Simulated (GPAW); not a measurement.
# Li (Im-3m) in GPAW: settings compared, part 2 of 2

GPAW 26.7.0.

**3. Band structure, RPBE**

run.py reads:

```python
from ase.dft.bandgap import bandgap
from ase.io import read, write
from ase.units import GPa
from gpaw import GPAW, PW

atoms = read('Li.xyz')

calc = GPAW(mode=PW(800),
            xc='RPBE',
            kpts={'size': (11, 11, 11), 'gamma': True},
            occupations={'name': 'fermi-dirac', 'width': 0.05},
            nbands=6,
            convergence={'density': 1e-05, 'energy': 1e-05},
            maxiter=150,
            txt='gpaw.txt')
atoms.calc = calc
energy = atoms.get_potential_energy()
forces = atoms.get_forces()
stress = atoms.get_stress()
calc.write('gs.gpw')
write('result.traj', atoms)
print(f'Energy: {energy:.6f} eV')
print('Forces (eV/A):')
print(forces.round(4))
print('Stress (GPa):', (stress / GPa).round(3))
print('Fermi level:', round(calc.get_fermi_level(), 4), 'eV')
print(f'Gap: {bandgap(calc)[0]:.4f} eV, direct: {bandgap(calc, direct=True)[0]:.4f} eV')

path = atoms.cell.bandpath('GHNGPH,PN', npoints=80, eps=1e-4)
bs_calc = calc.fixed_density(kpts=path, symmetry='off', nbands=13,
                             convergence={'bands': 'CBM+6.0', 'eigenstates': 1e-6}, txt='bands.txt')
bs = bs_calc.band_structure()
bs.write('bs.json')
print(f'Gap on the path: {bandgap(bs_calc)[0]:.4f} eV')
```

Li.xyz reads:

```xyz
1
Lattice="-1.7546500000 1.7546500000 1.7546500000 1.7546500000 -1.7546500000 1.7546500000 1.7546500000 1.7546500000 -1.7546500000" Properties=species:S:1:pos:R:3 pbc="T T T"
Li     0.0000000000      0.0000000000      0.0000000000
```

Potentials or basis: the program's PAW data sets (release 1.2.1) made for this functional, pw.

Run with:

```console
$ OMP_NUM_THREADS=1 python run.py
```

Wall time 10 s (1 thread of Arm Neoverse V1, shared host); peak memory 0.17 GiB.

The run converged. Its results:

```
Free energy             : -1.8000 eV
Pressure                : -0.3 GPa
Band gap along the path : none (metal or under the smearing width)
```

Levels at the corners of the path, in eV from the Fermi level:
```
point  band 1  band 2  band 3
    Γ   -3.52   14.23   14.23
    H    5.34    5.34    5.34
    N    0.25    3.03   10.04
    Γ   -3.52   14.23   14.23
    P    3.26    3.26    3.26
    H    5.34    5.34    5.34
    P    3.26    3.26    3.26
    N    0.25    3.03   10.04
```

**4. Band structure, revPBE**

Edit run.py of step 3 so:

```diff
@@ -8,3 +8,3 @@
 calc = GPAW(mode=PW(800),
-            xc='RPBE',
+            xc='revPBE',
             kpts={'size': (11, 11, 11), 'gamma': True},
@@ -28,3 +28,3 @@
 
-path = atoms.cell.bandpath('GHNGPH,PN', npoints=80, eps=1e-4)
+path = atoms.cell.bandpath('GHNGPH,PN', npoints=60, eps=1e-4)
 bs_calc = calc.fixed_density(kpts=path, symmetry='off', nbands=13,
```

Li.xyz is that of step 3.

Potentials or basis: the program's PAW data sets (release 1.2.1) made for this functional, pw.

Run with:

```console
$ OMP_NUM_THREADS=1 python run.py
```

gpaw.txt:

```text
__  _  _
 | _ |_)|_||  |
 |__||  | ||/\| - 26.7.0

Input parameters:
  mode=PW(ecut=800.0),
  convergence={'density': 1e-05, 'energy': 1e-05},
  kpts=MonkhorstPack(size=(11, 11, 11), gamma=True),
  maxiter=150,
  nbands=6,
  occupations=Occupations(name='fermi-dirac', width=0.05),
  xc=XC(name='revPBE')

Diagonalizing LCAO Hamiltonian
Converting LCAO to pw mode

       Li

Atoms  # Å, Bohr magnetons
|   | symbol |        x |        y |        z |    initial magnetic moments |
|---|--------|----------|----------|----------|-----------------------------|
| 0 |     Li | 0.000000 | 0.000000 | 0.000000 | ( 0.0000,  0.0000,  0.0000) |

Unit cell  # Å
| periodic |         x |         y |         z |  lengths |     angles |
|----------|-----------|-----------|-----------|----------|------------|
|      yes | -1.754650 |  1.754650 |  1.754650 | 3.039143 | 109.471221 |
|      yes |  1.754650 | -1.754650 |  1.754650 | 3.039143 | 109.471221 |
|      yes |  1.754650 |  1.754650 | -1.754650 | 3.039143 | 109.471221 |

Number of symmetries: 48
Symmetry operations  # r_c * U_cc + t_c -> r_c
|    | kind |            matrix            |
[... 161 lines left out ...]
|iter:   5| |   -1.790058 | -4.72 | -2.47 |
|iter:   6| |   -1.790058 | -7.02 | -3.01 |
|iter:   7| |   -1.790058c| -7.92c| -4.35 |
|iter:   8| |   -1.790058c| -8.87c| -5.26c|

Converged in 8 steps
Energy contributions relative to reference atoms: (reference = -203.475017)

Energy contributions:
  Kinetic:           1.574518
  Coulomb:          -1.412865
  Zero:             -0.006487
  External:          0.000000
  Xc:               -1.943391
  Entropy:          -0.003668
  Spinorbit:         0.000000
  ----------------------------
  Free energy:      -1.791892
  Extrapolated:     -1.790058

dipole moment: (-1.006961, -1.006961, -1.006961)  # |e|*Ang

Fermi level: 0.278
Eigenvalues  # (at kpt = [0.000, 0.000, 0.000])
| band index |      eig [eV] | occ [0-2] |
|------------|---------------|-----------|
|          0 |        -3.247 |     2.000 |
|          1 |        14.519 |     0.000 |
|          2 |        14.519 |     0.000 |
|          3 |        14.519 |     0.000 |
|          4 |        18.977 |     0.000 |
|          5 |        18.980 |     0.000 |

No gap
No difference between direct/indirect transitions

Forces  # eV/Ang
|        x |        y |       z |
|----------|----------|---------|
| -0.00000 | -0.00000 | 0.00000 |  # Li   0

Stress tensor  # eV/Ang^3
|        x |        y |        z |
|----------|----------|----------|
| 0.001611 | 0.000000 | 0.000000 |
| 0.000000 | 0.001611 | 0.000000 |
| 0.000000 | 0.000000 | 0.001611 |

# Writing to gs.gpw (mode='')
```

stdout:

```text
Energy: -1.790058 eV
Forces (eV/A):
[[-0. -0.  0.]]
Stress (GPa): [0.258 0.258 0.258 0.    0.    0.   ]
Fermi level: 0.2783 eV
Gap: 0.0000 eV, direct: 0.0000 eV
Gap on the path: 0.0000 eV
```

bands.txt:

```text
Diagonalizing LCAO Hamiltonian
Converting LCAO to pw mode
convergence criteria:
- Maximum integral of absolute [eigenst]ate change: 1e-06 eV^2 / valence electron
maximum number of iterations: 150

SCF iterations
|iter     | |      energy | eigst |  dens |
|---------|-|-------------|-------|-------|
|iter:   1| |             | -0.07 |       |
[... 64 lines left out ...]
         [ 0.5       , -0.5       ,  0.5       ],
         [ 0.25      ,  0.25      ,  0.25      ],
         [ 0.20833333,  0.20833333,  0.29166667],
         [ 0.16666667,  0.16666667,  0.33333333],
         [ 0.125     ,  0.125     ,  0.375     ],
         [ 0.08333333,  0.08333333,  0.41666667],
         [ 0.04166667,  0.04166667,  0.45833333],
         [ 0.        ,  0.        ,  0.5       ]])),
  maxiter=150,
  nbands=13,
  occupations=Occupations(name='fermi-dirac', width=0.05),
  symmetry=Symmetry(point_group=False, time_reversal=False),
  xc=XC(name='revPBE')
```

Wall time 8.9 s (1 thread of Arm Neoverse V1, shared host); peak memory 0.16 GiB.

Results:

```
Free energy             : -1.7919 eV
Pressure                : -0.3 GPa
Band gap along the path : none (metal or under the smearing width)
```

Levels at the corners of the path, in eV from the Fermi level:
```tsv
point	band 1	band 2	band 3
Γ	-3.53	14.24	14.24
H	5.34	5.34	5.34
N	0.25	3.03	10.05
Γ	-3.53	14.24	14.24
P	3.26	3.26	3.26
H	5.34	5.34	5.34
P	3.26	3.26	3.26
N	0.25	3.03	10.05
```

**5. Band structure, BLYP**

Edit run.py of step 4 so:

```diff
@@ -1,10 +1,18 @@
+from ase import Atoms
 from ase.dft.bandgap import bandgap
-from ase.io import read, write
+from ase.io import write
 from ase.units import GPa
-from gpaw import GPAW, PW
+from gpaw import GPAW, PW, setup_paths
 
-atoms = read('Li.xyz')
+setup_paths.insert(0, '.')
+
+atoms = Atoms(['Li'],
+              cell=[[-1.75465, 1.75465, 1.75465],
+                    [1.75465, -1.75465, 1.75465],
+                    [1.75465, 1.75465, -1.75465]],
+              scaled_positions=[[0.0, 0.0, 0.0]],
+              pbc=True)
 
 calc = GPAW(mode=PW(800),
-            xc='revPBE',
+            xc='BLYP',
             kpts={'size': (11, 11, 11), 'gamma': True},
@@ -13,2 +21,3 @@
             convergence={'density': 1e-05, 'energy': 1e-05},
+            eigensolver='davidson',
             maxiter=150,
```

Potentials or basis: PAW data sets generated in the run's folder for this functional, pw.

Run with:

```console
$ gpaw-setup -f BLYP Li
$ OMP_NUM_THREADS=1 python run.py
```

Wall time 9.8 s (1 thread of Arm Neoverse V1, shared host); peak memory 0.17 GiB.

It converged, with:

- Free energy: -1.5106 eV
- Pressure: -0.9 GPa
- Band gap along the path: none (metal or under the smearing width)

Levels at the corners of the path, in eV from the Fermi level:
| point | band 1 | band 2 | band 3 |
| --- | --- | --- | --- |
| Γ | -3.48 | 13.62 | 13.62 |
| H | 5.21 | 5.21 | 5.21 |
| N | 0.24 | 3.03 | 9.73 |
| Γ | -3.48 | 13.62 | 13.62 |
| P | 3.23 | 3.23 | 3.23 |
| H | 5.21 | 5.21 | 5.21 |
| P | 3.23 | 3.23 | 3.23 |
| N | 0.24 | 3.03 | 9.73 |

**6. Band structure, r2SCAN**

Edit run.py of step 5 so:

```diff
@@ -1,18 +1,10 @@
-from ase import Atoms
 from ase.dft.bandgap import bandgap
-from ase.io import write
+from ase.io import read, write
 from ase.units import GPa
-from gpaw import GPAW, PW, setup_paths
+from gpaw import GPAW, PW
 
-setup_paths.insert(0, '.')
-
-atoms = Atoms(['Li'],
-              cell=[[-1.75465, 1.75465, 1.75465],
-                    [1.75465, -1.75465, 1.75465],
-                    [1.75465, 1.75465, -1.75465]],
-              scaled_positions=[[0.0, 0.0, 0.0]],
-              pbc=True)
+atoms = read('Li.xyz')
 
 calc = GPAW(mode=PW(800),
-            xc='BLYP',
+            xc='MGGA_X_R2SCAN+MGGA_C_R2SCAN',
             kpts={'size': (11, 11, 11), 'gamma': True},
@@ -21,3 +13,2 @@
             convergence={'density': 1e-05, 'energy': 1e-05},
-            eigensolver='davidson',
             maxiter=150,
```

Li.xyz is that of step 4.

Potentials or basis: GPAW PAW data sets (gpaw-data 1.2.1), pw.

Run with:

```console
$ OMP_NUM_THREADS=1 python run.py
```

Run time: 21 s. Hardware: 1 thread of Arm Neoverse V1, shared host; peak memory 0.17 GiB.

Results (log left out):

```
Free energy             : -2.3410 eV
Pressure                : -0.3 GPa
Band gap along the path : none (metal or under the smearing width)
```

Levels at the corners of the path, in eV from the Fermi level:
```csv
point,band 1,band 2,band 3
Γ,-3.86,15.53,15.53
H,5.84,5.84,5.84
N,0.29,3.24,10.97
Γ,-3.86,15.53,15.53
P,3.53,3.53,3.53
H,5.84,5.84,5.84
P,3.53,3.53,3.53
N,0.29,3.24,10.97
```

Caveat: the PAW data sets were made with another functional, which shifts forces and pressure a little.

**7. Summary**

```tsv
level	potentials or basis	band points	eigensolver	pressure (GPa)
PBEsol	PAW data sets generated in the run's folder for this functional, pw	100	-	-0.8
RPBE	the program's PAW data sets (release 1.2.1) made for this functional, pw	80	-	-0.3
revPBE	the program's PAW data sets (release 1.2.1) made for this functional, pw	60	-	-0.3
BLYP	PAW data sets generated in the run's folder for this functional, pw	60	davidson	-0.9
r2SCAN	GPAW PAW data sets (gpaw-data 1.2.1), pw	60	-	-0.3
```

Alike in all rows: task band structure; no spin polarisation; cell as given; k mesh 11 × 11 × 11; cutoff (eV) 800; smearing fermi-dirac 0.05 eV.

Caveats: the PAW data sets were made with another functional, which shifts forces and pressure a little (some runs).

Total energies depend on the potentials used, so only differences within one code and one set of settings carry meaning.
